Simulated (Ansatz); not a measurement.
InSe, DFT, PBEsol, all-electron LAPW, scalar-relativistic (Ansatz 0.2.0), run on 1 thread of Intel(R) Xeon(R) 6975P-C (Granite Rapids) on a shared host.

The cell is COD entry 1534648, which may be a prediction rather than a measurement; nothing was relaxed.

Command: `ansatz run input.yaml --threads 1 --pin off --max-ram 6144MiB --backend cpu --events-out ev --progress --plain --runs-dir out`

```yaml
crystal:
  lattice:
    - [1.9999996503, 1.1547003365, 8.31667]
    - [-1.9999996503, 1.1547003365, 8.31667]
    - [0.0, -2.309400673, 8.31667]
  atoms:
    - { symbol: In, position: [0.0, 0.0, 0.0] }
    - { symbol: In, position: [0.1122, 0.1122, 0.1122] }
    - { symbol: Se, position: [0.6155, 0.6155, 0.6155] }
    - { symbol: Se, position: [0.83, 0.83, 0.83] }
kpoints:
  mp_grid: { grid: [7, 7, 7] }
  band_path:
    path:
      - [0.0, 0.0, 0.0]
      - [-0.5, -0.5, -0.5]
      - [-0.5, -0.1795180059, -0.8204819941]
      - [-0.1795180059, 0.1795180059, -0.5]
      - [0.0, 0.0, -0.5]
      - [0.0, 0.0, 0.0]
      - [0.0, 0.3397590029, -0.3397590029]
      - [-0.3397590029, 0.0, -0.6602409971]
      - [-0.5, 0.0, -0.5]
    npoints: 14
scf:
  occupations: { method: fermi_dirac, width: 0.01 }
hamiltonian:
  xc: pbesol
  pseudopotentials: { kind: all_electron, lapw: { basis_error: 0.001 } }
output:
  forces: true
  stress: true
  eigenvalues: true
  populations: true
  dos: { projected: true, de: 0.2, e_range: [-14, 8] }
```

**Question.** How large is the problem that the program sets up?

**Answer.** 44 irreducible k-points, 1181 plane waves at Γ, 54 bands.

**Question.** About how long does it take, and how much memory does it use?

**Answer.** 86 s of wall time for 10 SCF iterations, with a peak of 0.63 GiB. Times on shared machines scatter by tens of per cent.

**Question.** And the same cell and mesh by frozen-core PAW, asked for forces, stress, eigenvalues, efg, populations, bader, dos, write_density, write_potential, elf and the same band path, on the same hardware?

**Answer.** 45 s, peak memory 0.6 GiB.

**Question.** And the same cell and mesh by crystal-made all-electron datasets, asked for forces, stress, eigenvalues, efg and the same band path, on the same hardware?

**Answer.** 36 s, peak memory 0.83 GiB.
